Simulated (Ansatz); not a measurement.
In TaC (rock salt type) the Ta atom of the primitive cell, with all its periodic images, is moved by 0.02 Å along x.

```
Ta C
1.0
     0.00000    2.24000    2.24000
     2.24000    0.00000    2.24000
     2.24000    2.24000    0.00000
Ta C
1 1
Direct
  0.99554 0.00446 0.00446
  0.50000 0.50000 0.50000
```

Level of theory: Ansatz, PBE, all-electron LAPW, scalar-relativistic with a first-order correction to Dirac's equation for the inner shells Ta 4p, Ta 4d and those below them, point nucleus.

k-mesh 8×8×8 Γ-centred; Fermi–Dirac smearing of 0.1 eV; no spin polarisation; no spin–orbit coupling.

(1) What force results, and what does it mean for the zone-centre vibration?

Answers

(1) The force on it along the displacement is -0.2408 eV/Å, a force constant of 12.04 eV/Å². With the reduced mass of 11.26 u the zone-centre optical mode lies at 539 cm⁻¹ (16.16 THz) in this finite-step estimate.

| atom | Fx (eV/Å) | Fy (eV/Å) | Fz (eV/Å) |
| --- | --- | --- | --- |
| Ta1 | -0.2408 | 0.0000 | 0.0000 |
| C2 | 0.2408 | 0.0000 | 0.0000 |

The k-mesh is modest, so these values aren't fully converged in k.
